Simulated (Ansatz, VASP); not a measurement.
## Mg: VASP beside Ansatz

```
Mg
1.0
    -1.76578    1.76578    1.76578
     1.76578   -1.76578    1.76578
     1.76578    1.76578   -1.76578
Mg
1
Cartesian
  0.0000 0.0000 0.0000
```

Alike in both runs: task single point; functional PBE; k mesh 16 × 16 × 16; occupations gaussian, width 0.1 eV; no spin polarisation.

```csv
,VASP,Ansatz
version,VASP 6.6.1,Ansatz 0.2.0
potentials or method,"VASP PAW PBE potentials, release 64 (Mg)","scalar-relativistic, plane waves, PAW"
plane-wave cutoff (eV),520,420
valence electrons in the cell,2,10
```

VASP gave:

| Property | Result |
| --- | --- |
| gap on the k mesh at the Fermi level (eV) | none |
| pressure (GPa) | 1.4 |

Estimate Ansatz's values.

gap on the k mesh at the Fermi level (eV): none; pressure (GPa): 1.5.

A gap of «none» marks a metal or a gap that the smearing closes. The two sets of potentials don't hold the same shells in valence.
